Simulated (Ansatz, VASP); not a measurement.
## One calculation of BN, two programs

File INCAR:

```
SYSTEM = BN
ALGO = Normal ; EDIFF = 1E-6
ENCUT = 520 ; GGA = PE
ISIF = 2 ; ISMEAR = 0
LASPH = .True. ; LCHARG = .False.
LREAL = .False. ; LWAVE = .False.
NBANDS = 16 ; NELM = 80
PREC = Accurate ; SIGMA = 0.05
```

KPOINTS

```
k-points
0
Gamma
  12 12 6
  0 0 0
```

The input POSCAR:

```
BN
1.0
    2.5545800962      0.0000000000     -0.0383187014
   -1.2772900481      2.2123312593      0.0191593507
   -0.0633677180      0.0000000000      4.2245145363
B N
2 2
Direct
    0.6666666667      0.3333333333      0.9998058548
    0.3333333333      0.6666666667      0.4998058548
    0.6666666667      0.3333333333      0.6251941452
    0.3333333333      0.6666666667      0.1251941452
```

Input for Ansatz:

```yaml
crystal:
  lattice:
    - [2.5545800962, 0.0, -0.0383187014]
    - [-1.2772900481, 2.2123312593, 0.0191593507]
    - [-0.063367718, 0.0, 4.2245145363]
  atoms:
    - { symbol: B, position: [0.6666666667, 0.3333333333, 0.9998058548] }
    - { symbol: B, position: [0.3333333333, 0.6666666667, 0.4998058548] }
    - { symbol: "N", position: [0.6666666667, 0.3333333333, 0.6251941452] }
    - { symbol: "N", position: [0.3333333333, 0.6666666667, 0.1251941452] }
basis:
  ecutwfc: 420
kpoints:
  mp_grid: { grid: [12, 12, 6] }
hamiltonian:
  xc: pbe
scf:
  occupations: { method: gaussian, width: 0.05 }
output:
  forces: true
  stress: true
  eigenvalues: true
```

Change from the starting cell: strain -0.0300 x Voigt [0, 0, 0, 0, 1, 0], atoms carried along.

Alike in both runs: task single point; functional PBE; k mesh 12 × 12 × 6; occupations gaussian, width 0.05 eV; no spin polarisation.

|  | VASP | Ansatz |
| --- | --- | --- |
| version | VASP 6.6.1 | Ansatz 0.2.0 |
| potentials or method | VASP PAW PBE potentials, release 64 (B, N) | scalar-relativistic, plane waves, PAW |
| plane-wave cutoff (eV) | 520 | 420 |
| valence electrons in the cell | 16 | 16 |

|  | VASP | Ansatz | Ansatz less VASP |
| --- | --- | --- | --- |
| gap on the k mesh at the Fermi level (eV) | 5.17 | 5.19 | +0.016 |
| least direct gap on the mesh (eV) | 8.19 | 8.19 | +0.007 |
| pressure (GPa) | 0.4 | 0.2 | -0.24 |
| largest component of the traceless stress (GPa) | 10.01 | 9.98 | -0.033 |
| rms of the force components (eV/Å) | 0.042 | 0.040 | -0.0018 |

Atom by atom the forces differ by 0.002 eV/Å (rms over components). With one functional, cell and mesh, what is left measures potentials, basis and numerics.

A k mesh can miss the band edges.
